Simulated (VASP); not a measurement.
The system is MgS (Niningerite).

```
CELL_PARAMETERS angstrom
0.00000 2.60165 2.60165
2.60165 0.00000 2.60165
2.60165 2.60165 0.00000
ATOMIC_POSITIONS crystal
S 0.50000 0.50000 0.50000
Mg 0.00000 0.00000 0.00000
```

Base run:

* Program: VASP 6.6.1
* Functional: PBE0(alpha)
* Potentials or basis: VASP PAW PBE potentials, release 64 (S, Mg)
* Cutoff: 520 eV
* k mesh: 5 × 5 × 5
* Occupations: fermi-dirac, width 0.05 eV
* Spin: no spin polarisation

Its results: band gap on the k mesh 4.93 eV, indirect (least direct gap 5.51 eV); pressure -0.7 GPa.

Problem. After a change of settings the same cell gave: band gap on the k mesh 5.28 eV, indirect (least direct gap 5.88 eV); pressure -1.0 GPa. Which change was it?
A. share of exact exchange from 0.25 to 0.05
B. share of exact exchange from 0.25 to 0.2
C. share of exact exchange from 0.25 to 0.3
D. share of exact exchange from 0.25 to 0.1

Solution. C.

Caveats: the PAW data sets were made with another functional, which shifts forces and pressure a little; an odd mesh through Γ misses points on the zone boundary, where band edges often lie.
